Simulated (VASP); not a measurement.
# LiF in VASP 6.6.1, single-point calculation

INCAR

```
ENCUT = 520
LASPH = .TRUE.
PREC = Accurate
EDIFF = 1E-8
ISMEAR = -1
IBRION = -1
NBANDS = 12
GGA = PE
NSW = 0
NELM = 58
LREAL = .FALSE.
LCHARG = .FALSE.
ISIF = 2
SIGMA = 0.02
LWAVE = .FALSE.
```

KPOINTS

```
KPOINTS created by Atomic Simulation Environment
0
Gamma
10 10 10
0 0 0
```

POSCAR

```
Li F
 1.0000000000000000
     2.5191484863000002   -0.1390269344000000   -0.1390269344000000
    -0.1390269344000000    2.5191484863000002   -0.1390269344000000
    -0.1390269344000000   -0.1390269344000000    2.5191484863000002
 Li  F
   1   1
Cartesian
  0.0000000000000000  0.0000000000000000  0.0000000000000000
  1.1205473087500002  1.1205473087500002  1.1205473087500002
```

The recommended PBE PAW datasets give the neutral cell 10 valence electrons.

Command

```
mpirun -np 1 vasp_std
```

OSZICAR

```
N       E                     dE             d eps       ncg     rms          rms(c)
DAV:   1     0.302967078283E+02    0.30297E+02   -0.54052E+03  2920   0.848E+02
DAV:   2    -0.868508984938E+01   -0.38982E+02   -0.38296E+02  3476   0.185E+02
DAV:   3    -0.961528900505E+01   -0.93020E+00   -0.92884E+00  3452   0.247E+01
DAV:   4    -0.962309784142E+01   -0.78088E-02   -0.78081E-02  3144   0.252E+00
DAV:   5    -0.962318454560E+01   -0.86704E-04   -0.86704E-04  3444   0.207E-01    0.455E+00
DAV:   6    -0.907587631851E+01    0.54731E+00   -0.24888E+00  3000   0.973E+00    0.137E+00
DAV:   7    -0.906987214912E+01    0.60042E-02   -0.20524E-02  3692   0.125E+00    0.847E-01
DAV:   8    -0.906878121056E+01    0.10909E-02   -0.14123E-02  3676   0.127E+00    0.112E-01
DAV:   9    -0.906880302819E+01   -0.21818E-04   -0.65386E-04  3276   0.237E-01    0.483E-02
DAV:  10    -0.906888116370E+01   -0.78136E-04   -0.10855E-04  3092   0.867E-02    0.668E-03
DAV:  11    -0.906888135106E+01   -0.18736E-06   -0.16980E-06  3556   0.125E-02    0.233E-03
DAV:  12    -0.906888144858E+01   -0.97521E-07   -0.56601E-07  3164   0.677E-03    0.557E-04
DAV:  13    -0.906888145018E+01   -0.16014E-08   -0.82013E-08  3236   0.238E-03
   1 F= -.90688815E+01 E0= -.90688815E+01  d E =-.115954E-15
```

Standard output (part)

```
POSCAR found type information on POSCAR LiF
 POSCAR found :  2 types and       2 ions
 LDA part: xc-table for (Slater+PW92), standard interpolation
 POSCAR, INCAR and KPOINTS ok, starting setup
 WAVECAR not read
 entering main loop
```

From OUTCAR

```
k-points           NKPTS =    116   k-points in BZ     NKDIM =    116   number of bands    NBANDS=     12

   NELECT =      10.0000    total number of electrons

   dimension x,y,z NGX =    20 NGY =   20 NGZ =   20
   dimension x,y,z NGXF=    40 NGYF=   40 NGZF=   40

  energy-cutoff  :      520.00
  volume of cell :       15.84
      direct lattice vectors                 reciprocal lattice vectors
     2.519148486 -0.139026934 -0.139026934     0.399535438  0.023337542  0.023337542
    -0.139026934  2.519148486 -0.139026934     0.023337542  0.399535438  0.023337542
    -0.139026934 -0.139026934  2.519148486     0.023337542  0.023337542  0.399535438

 k-points in reciprocal lattice and weights: KPOINTS created by Atomic Simulation Env
   0.00000000  0.00000000  0.00000000       0.001
   0.10000000  0.00000000  0.00000000       0.006
   0.20000000  0.00000000  0.00000000       0.006
   0.30000000  0.00000000  0.00000000       0.006
   0.40000000  0.00000000  0.00000000       0.006
   0.50000000  0.00000000  0.00000000       0.003
   0.10000000  0.10000000  0.00000000       0.006
   0.20000000  0.10000000  0.00000000       0.012
   ...

 E-fermi :   0.9433

 k-point     1 :       0.0000    0.0000    0.0000
  band No.  band energies     occupation
      1     -42.2054      2.00000
      2     -20.5912      2.00000
      3      -0.8480      2.00000
      4      -0.0658      2.00000
      5      -0.0658      2.00000
      6       8.4433      0.00000
      7      19.9875      0.00000
      8      19.9875      0.00000
      9      21.6093      0.00000
     10      21.6093      0.00000
     11      23.6276      0.00000
     12      36.7069      0.00000

 k-point     2 :       0.1000    0.0000    0.0000
  band No.  band energies     occupation
      1     -42.1998      2.00000
      2     -20.5486      2.00000
      3      -0.9688      2.00000
      4      -0.2660      2.00000
      5      -0.0381      2.00000
      6       8.6906      0.00000
      7      18.3749      0.00000
      8      20.1098      0.00000
      9      21.7583      0.00000
     10      22.7774      0.00000
     11      24.5153      0.00000
     12      34.7066      0.00000

 k-point     3 :       0.2000    0.0000    0.0000
  band No.  band energies     occupation
      1     -42.1853      2.00000
      2     -20.4349      2.00000
      3      -1.6177      2.00000
      4      -0.3640      2.00000
      5       0.0352      2.00000
      6       9.2171      0.00000
      7      16.7265      0.00000
      8      20.3789      0.00000
      9      22.2735      0.00000
     10      22.5393      0.00000
     11      27.7543      0.00000
     12      32.3006      0.00000

 k-point     4 :       0.3000    0.0000    0.0000
  band No.  band energies     occupation
      1     -42.1672      2.00000
      2     -20.2886      2.00000
      3      -2.5076      2.00000
      4      -0.2673      2.00000
      5       0.1279      2.00000
      6       9.6634      0.00000
      7      15.6982      0.00000
      8      20.5985      0.00000
      9      21.9588      0.00000
     10      23.2754      0.00000
     11      30.3229      0.00000
     12      31.5944      0.00000

 ...

  Total        0.5551042      0.5551042      0.5551042     -0.1030555     -0.1030555     -0.1030555
  in kB       56.1639497     56.1639497     56.1639497    -10.4268816    -10.4268816    -10.4268816
  external PRESSURE =      56.1639497 kB  Pullay stress =       0.0000000 kB

 POSITION                                       TOTAL-FORCE (eV/Angst)
 -----------------------------------------------------------------------------------
      0.00000      0.00000      0.00000         0.000000      0.000000      0.000000
      1.12055      1.12055      1.12055        -0.000000     -0.000000     -0.000000
 -----------------------------------------------------------------------------------
    total drift:                               -0.000000      0.000000     -0.000000

  FREE ENERGIE OF THE ION-ELECTRON SYSTEM (eV)
  ---------------------------------------------------
  free  energy   TOTEN  =        -9.0688814502 eV

  energy  without entropy=       -9.0688814502  energy(sigma->0) =       -9.06888145
```

It converged. Results: gap between bands v and c on the k mesh 8.15 eV; least direct gap on the k mesh 8.51 eV; pressure 5.6 GPa. Band v is the last that the valence electrons fill when counted band by band, and c is the next.

For comparison, a separate PBE run of the intended cell, on usual settings and not on those above, gives a gap of 8.15 eV on its mesh and a pressure of 5.6 GPa.

The run above took about 16 s on one core of a shared host (Intel Xeon Platinum 8488C) and held 0.13 GiB at most.
